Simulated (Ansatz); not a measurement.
Wanted: the native input for an Ansatz 0.2.0 run.

```
Task                : relaxation of cell and atoms
Functional          : RPBE
Dispersion          : D4
Potentials or basis : Ansatz PAW
Cutoff              : 420 eV (not typed: the program's choice for these potentials)
k mesh              : 7 × 7 × 7
Occupations         : fermi-dirac, width 0.05 eV
Spin                : no spin polarisation
```

Crystal: BaTiO3.

```xyz
5
Lattice="3.9998 0.0000 0.0000 0.0000 3.9998 0.0000 0.0000 0.0000 4.0180" Properties=species:S:1:pos:R:3 pbc="T T T"
Ba    0.0000    0.0000    0.0000
Ti    1.9999    1.9999    1.9688
O     0.0000    1.9999    2.0773
O     1.9999    0.0000    2.0773
O     1.9999    1.9999    0.0763
```

The input as run:

input.yaml

```yaml
crystal:
  lattice:
    - [3.9998, 0.0, 0.0]
    - [0.0, 3.9998, 0.0]
    - [0.0, 0.0, 4.018]
  atoms:
    - { symbol: Ba, position: [0.0, 0.0, 0.0] }
    - { symbol: Ti, position: [0.5, 0.5, 0.49] }
    - { symbol: O, position: [0.0, 0.5, 0.517] }
    - { symbol: O, position: [0.5, 0.0, 0.517] }
    - { symbol: O, position: [0.5, 0.5, 0.019] }
hamiltonian:
  xc: rpbe
  pseudopotentials: { kind: paw }
  dispersion: d4
kpoints:
  mp_grid: { grid: [7, 7, 7] }
scf:
  occupations: { method: fermi_dirac, width: 0.05 }
output:
  forces: true
  stress: true
relax:
  f_tol: 0.01
  max_steps: 40
  cell: { stress_tol: 0.05 }
```

Potentials or basis: Ansatz PAW.

Launch:

```sh
$ ansatz run input.yaml --threads 2 --pin off --max-ram 5632MiB --backend cpu --events-out ev --progress --plain --runs-dir out
```

It gave:

```yaml
Relaxed_volume: 13.21 Å³/atom
Relaxed_cell: a = 3.978 Å, b = 3.978 Å, c = 4.174 Å, α = 90.00°, β = 90.00°, γ = 90.00°
Space_group_after_relaxing_to_0.05_Å: P4mm (No. 99)
Energy_gained_by_relaxing: 6.0 meV/atom
Ionic_steps: 12
Pressure_after_relaxing: 0.0 GPa
Band_gap_on_the_k_mesh: 2.00 eV
```

Caveat: odd divisions of the mesh miss points on the zone boundary, where band edges often lie, so the gap on the mesh can be too wide; the plane-wave basis is chosen anew once the cell has moved, so the energies of steps on either side of that aren't comparable; the pressure holds a Pulay correction of +0.5 GPa for the finite cutoff; spin-orbit coupling is left out, which moves the levels of the heavy elements; the PAW data sets come from PBE, with cores solved anew for the run's functional, which leaves a small shift of forces and pressure.

Run time: 80 s on 2 threads of Intel(R) Xeon(R) Processor @ 2.50GHz (Skylake/Cascade Lake), on a shared host, peak memory 0.45 GiB.
